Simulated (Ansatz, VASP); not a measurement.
Two plane-wave programs on Mg

File INCAR:

```
SYSTEM = Mg
ALGO = Normal
EDIFF = 1E-7
ENCUT = 520
GGA = PE
ISIF = 2
ISMEAR = 0
LASPH = .TRUE.
LCHARG = .FALSE.
LREAL = .FALSE.
LWAVE = .FALSE.
NBANDS = 9
NELM = 100
PREC = Accurate
SIGMA = 0.020999999999999998
```

File KPOINTS:

```
k-points
0
G
  10 10 5
  0 0 0
```

The input POSCAR:

```
Mg
1.0
    3.2093000000      0.0000000000      0.0000000000
   -1.6046500000      2.7793353284      0.0000000000
    0.0000000000      0.0000000000      5.2103000000
Mg
2
Direct
    0.6666666667      0.3333333333      0.7500000000
    0.3333333333      0.6666666667      0.2500000000
```

input.yaml

```yaml
crystal:
  lattice:
    - [3.2093, 0.0, 0.0]
    - [-1.60465, 2.7793353284, 0.0]
    - [0.0, 0.0, 5.2103]
  atoms:
    - { symbol: Mg, position: [0.6666666667, 0.3333333333, 0.75] }
    - { symbol: Mg, position: [0.3333333333, 0.6666666667, 0.25] }
hamiltonian:
  xc: pbe
  pseudopotentials: { kind: paw }
kpoints:
  mp_grid: { grid: [10, 10, 5] }
scf:
  occupations: { method: gaussian, width: 0.021 }
output:
  forces: true
  stress: true
  eigenvalues: true
  write_density: true
  write_potential: true
  elf: true
  volumetric_format: npy
```

Alike in both runs: task single point; functional PBE; k mesh 10 × 10 × 5; occupations gaussian, width 0.021 eV; no spin polarisation.

|  | VASP | Ansatz |
| --- | --- | --- |
| version | VASP 6.6.1 | Ansatz 0.2.0 |
| potentials or method | VASP PAW PBE potentials, release 64 (Mg) | Ansatz PAW |
| plane-wave cutoff (eV) | 520 | 420 |
| valence electrons in the cell | 4 | 20 |

```tsv
	VASP	Ansatz	Ansatz less VASP
gap on the k mesh at the Fermi level (eV)	none	none	-
pressure (GPa)	-0.6	-0.4	+0.13
largest component of the traceless stress (GPa)	0.48	0.47	-0.011
```

A gap of «none» marks a metal or a gap that the smearing closes. The two sets of potentials don't hold the same shells in valence.
